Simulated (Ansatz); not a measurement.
CaSe, DFT, LDA, PAW with Ansatz's default frozen-core files, scalar-relativistic (Ansatz 0.2.0), run on 1 thread of Arm Neoverse N1 on a shared host.

Structure from Materials Project entry mp-1415 (possibly hypothetical), not relaxed further.

Command: `ansatz run input.yaml --threads 1 --pin off --max-ram 2048MiB --backend cpu --events-out ev --progress --plain --runs-dir out`

```yaml
crystal:
  lattice:
    - [0.0, 2.9702381052, 2.9702381052]
    - [2.9702381052, 0.0, 2.9702381052]
    - [2.9702381052, 2.9702381052, 0.0]
  atoms:
    - { symbol: Ca, position: [0.0, 0.0, 0.0] }
    - { symbol: Se, position: [0.5, 0.5, 0.5] }
kpoints:
  mp_grid: { grid: [9, 9, 9] }
  band_path:
    path:
      - [0.0, 0.0, 0.0]
      - [0.5, 0.0, 0.5]
      - [0.625, 0.25, 0.625]
      - [0.375, 0.375, 0.75]
      - [0.0, 0.0, 0.0]
      - [0.5, 0.5, 0.5]
      - [0.5, 0.25, 0.75]
      - [0.5, 0.0, 0.5]
    npoints: 14
scf:
  occupations: { method: fermi_dirac, width: 0.03 }
hamiltonian:
  xc: lda
  pseudopotentials: { kind: paw }
output:
  forces: true
  stress: true
  eigenvalues: true
  efg: { contact_densities: true }
  populations: true
  bader: true
  dos: { projected: true, de: 0.2, e_range: [-14, 8] }
  write_density: true
  write_potential: true
  elf: true
  volumetric_format: npy
```

Task: How large is the problem that the program sets up?

Result: 35 irreducible k-points, 965 plane waves at Γ, 17 bands.

Task: Estimate the wall time and the peak memory.

Result: 20 s of wall time for 6 SCF iterations, with a peak of 0.35 GiB. Times on shared machines scatter by tens of per cent.

Task: And the same cell and mesh by all-electron LAPW, asked for forces, stress, eigenvalues, populations, dos and the same band path, on the same hardware?

Result: 27 s, peak memory 0.3 GiB.

Task: And the same cell and mesh by all-electron PAW (datasets made for this crystal), asked for forces, stress, eigenvalues, efg and the same band path, on the same hardware?

Result: 14 s, peak memory 0.35 GiB.
